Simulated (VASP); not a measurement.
Set up this calculation in VASP 6.6.1, as the native input.

- Task: relaxation of cell and atoms
- Functional: PBEsol
- Potentials or basis: VASP PAW PBE potentials, release 64 (In_d, Sb)
- Cutoff: 520 eV
- k mesh: 8 × 8 × 8
- Occupations: gaussian, width 0.02 eV
- Spin: no spin polarisation
- Further INCAR settings: ALGO = Normal; EDIFF = 1e-07; IBRION = 2; EDIFFG = -0.002; NSW = 80; ISIF = 3

The structure of InSb lies in POSCAR:

```
InSb
1.0
    0.0000000000      3.2391000000      3.2391000000
    3.2391000000      0.0000000000      3.2391000000
    3.2391000000      3.2391000000      0.0000000000
In Sb
1 1
Direct
    0.0000000000      0.0000000000      0.0000000000
    0.2500000000      0.2500000000      0.2500000000
```

These files were run (other wordings do the same):

INCAR

```
SYSTEM = InSb
PREC = Accurate
ENCUT = 520
EDIFF = 1E-7
ISMEAR = 0
SIGMA = 0.02
LREAL = .False.
LASPH = .True.
NELM = 60
ALGO = Normal
ISIF = 3
LWAVE = .False.
LCHARG = .False.
GGA = PS
IBRION = 2
NSW = 80
EDIFFG = -0.002
```

KPOINTS

```
Automatic mesh
0
Gamma
  8 8 8
  0 0 0
```

Potentials or basis: VASP PAW PBE potentials, release 64 (In_d, Sb).

Launch:

```bash
$ cat potpaw_PBE.64/In_d/POTCAR potpaw_PBE.64/Sb/POTCAR > POTCAR
$ mpirun -np 1 vasp_std > vasp.out
```

It gave:

| Property | Result |
| --- | --- |
| Relaxed volume | 34.65 Å³/atom |
| Relaxed cell | a = 4.611 Å, b = 4.611 Å, c = 4.611 Å, α = 60.00°, β = 60.00°, γ = 60.00° |
| Space group after relaxing (to 0.05 Å) | F-43m (No. 216) |
| Energy gained by relaxing | 1.8 meV/atom |
| Ionic steps | 3 |
| Pressure after relaxing | 0.0 GPa |
| Band gap on the k mesh | none (metal or under the smearing width) |

Caveat: the PAW data sets were made with another functional, which shifts forces and pressure a little; this crystal is a semiconductor, whose small gap the functional closes, so the metal is an error of the method.

Run time: 84 s on 1 thread of Intel(R) Xeon(R) Platinum 8259CL CPU @ 2.50GHz (Skylake/Cascade Lake) (shared host), peak memory 0.22 GiB.
